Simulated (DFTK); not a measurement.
## CaF2 (Fluorite) under changes of volume

One of the cells (13.579 Å³/atom); the others are scaled copies at fixed shape and fractional positions:

```
Ca F
1.0
     0.00000    2.73100    2.73100
     2.73100    0.00000    2.73100
     2.73100    2.73100    0.00000
Ca F
1 2
Cartesian
  0.0000 0.0000 0.0000
  4.0965 4.0965 4.0965
  1.3655 1.3655 1.3655
```

* Program: DFTK 0.8.2
* Functional: PBEsol
* Potentials or basis: dojo.nc.sr.pbesol.v0_4_1.standard.upf (PBEsol)
* Cutoff: 1143 eV
* k mesh: 8 × 8 × 8
* Occupations: fermi-dirac, width 0.05 eV
* Spin: no spin polarisation

```csv
volume (Å³/atom),energy over the lowest point (meV/atom),pressure (GPa),gap on the mesh (eV)
12.764,?,?,?
13.036,0.68,1.3,7.38
13.308,0.00,-0.5,7.26
13.579,2.24,-2.1,7.14
13.851,7.10,-3.6,7.03
14.122,14.30,-4.9,6.92
14.394,23.57,-6.1,6.81
```

Question: What does the run at 12.764 Å³/atom give?

Answer: Energy over the lowest point 4.65 meV/atom; pressure 3.4 GPa; gap on the mesh 7.51 eV.

Worked out: A Birch-Murnaghan fit of order 3 (a polynomial in V^(-2/3)) to the other rows has its minimum at 13.23 Å³/atom with B0 = V·E''(V) = 87 GPa and B' = 4.6. It gives 4.67 meV/atom at 12.764 Å³/atom, against the run's 4.65, and -dE/dV = 3.4 GPa, against 3.4. A straight line through the other rows of the gap, of slope -5.74 eV per unit of ln V, extrapolates to 7.50 eV, against the run's 7.51.

Energies are extrapolated to zero smearing.

A mesh can miss the band edges.
